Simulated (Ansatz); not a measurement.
## CoPdO₂: course of a relaxation

Computed with DFT PBE+U, scalar-relativistic, plane waves, PAW (Ansatz 0.2.0). (420 eV cutoff, 12×12×2 k-mesh, Gaussian smearing of 0.10 eV, no spin polarisation, U_eff Co 3.32 eV on d shells)

What was changed: equal strain along all axes, cell held, atoms relaxed: -6.0 %.

A cell with an odd number of electrons and no spin polarisation is a metal by construction and may be lower with spin.

Command:

```bash
ansatz run input.yaml --threads 1 --pin off --max-ram 2560MiB --backend cpu --events-out ev --progress --plain --runs-dir out
```

Input:

```yaml
crystal:
  lattice:
    - [2.6942003331, 0.0, 0.0]
    - [-1.3471001666, 2.3332459314, 0.0]
    - [0.0, 0.0, 16.7632648423]
  atoms:
    - { symbol: Co, position: [0.6666666667, 0.3333333333, 0.8333333333] }
    - { symbol: Co, position: [0.3333333333, 0.6666666667, 0.1666666667] }
    - { symbol: Co, position: [0.0, 0.0, 0.5] }
    - { symbol: Pd, position: [0.0, 0.0, 0.0] }
    - { symbol: Pd, position: [0.6666666667, 0.3333333333, 0.3333333333] }
    - { symbol: Pd, position: [0.3333333333, 0.6666666667, 0.6666666667] }
    - { symbol: O, position: [0.3333333333, 0.6666666667, 0.7783267006] }
    - { symbol: O, position: [0.0, 0.0, 0.8883399661] }
    - { symbol: O, position: [0.0, 0.0, 0.1116600339] }
    - { symbol: O, position: [0.6666666667, 0.3333333333, 0.2216732994] }
    - { symbol: O, position: [0.6666666667, 0.3333333333, 0.4449933672] }
    - { symbol: O, position: [0.3333333333, 0.6666666667, 0.5550066328] }
basis:
  ecutwfc: 420
kpoints:
  mp_grid: { grid: [12, 12, 2] }
hamiltonian:
  xc: pbe
  hubbard: { sites: [{ species: Co, l: d, u_eff: 3.32 }] }
scf:
  occupations: { method: gaussian, width: 0.1 }
output:
  forces: true
  stress: true
  eigenvalues: true
relax:
  adjacent_minimum: "off"
  f_tol: 0.008
  max_steps: 40
```

F is the free energy.

Steps:

```
step F − F(1) (eV) largest force component (eV/Å)
   1         0.0000                           0.191
   2        -0.0018                           0.088
   3        -0.0023                           0.001
   4        -0.0023                           0.002
```

Relaxed structure:

```xyz
12
Lattice="2.6942 0.0000 0.0000 -1.3471 2.3332 0.0000 0.0000 0.0000 16.7633" Properties=species:S:1:pos:R:3 pbc="T T T"
Co    1.3471    0.7777   13.9694
Co    0.0000    1.5555    2.7939
Co    0.0000    0.0000    8.3816
Pd    0.0000    0.0000    0.0000
Pd    1.3471    0.7777    5.5878
Pd    0.0000    1.5555   11.1755
O     0.0000    1.5555   13.0433
O     0.0000    0.0000   14.8955
O     0.0000    0.0000    1.8678
O     1.3471    0.7777    3.7199
O     1.3471    0.7777    7.4556
O     0.0000    1.5555    9.3077
```

It takes space group R-3m (No. 166, trigonal). The conventional cell has a = 2.694 Å, b = 2.694 Å, c = 16.763 Å, α = 90.00°, β = 90.00°, γ = 120.00°. Co (site symmetry -3m) is surrounded by 6 O at 1.81 Å. Pd (site symmetry -3m) is surrounded by 2 O at 1.87 Å. Around O (site symmetry 3m) lie 3 Co at 1.81 Å and 1 Pd at 1.87 Å.

The run converged. It took 2.1 min on 1 thread of Intel(R) Xeon(R) Platinum 8259CL CPU @ 2.50GHz (Skylake/Cascade Lake), on a shared host, peak memory 0.78 GiB.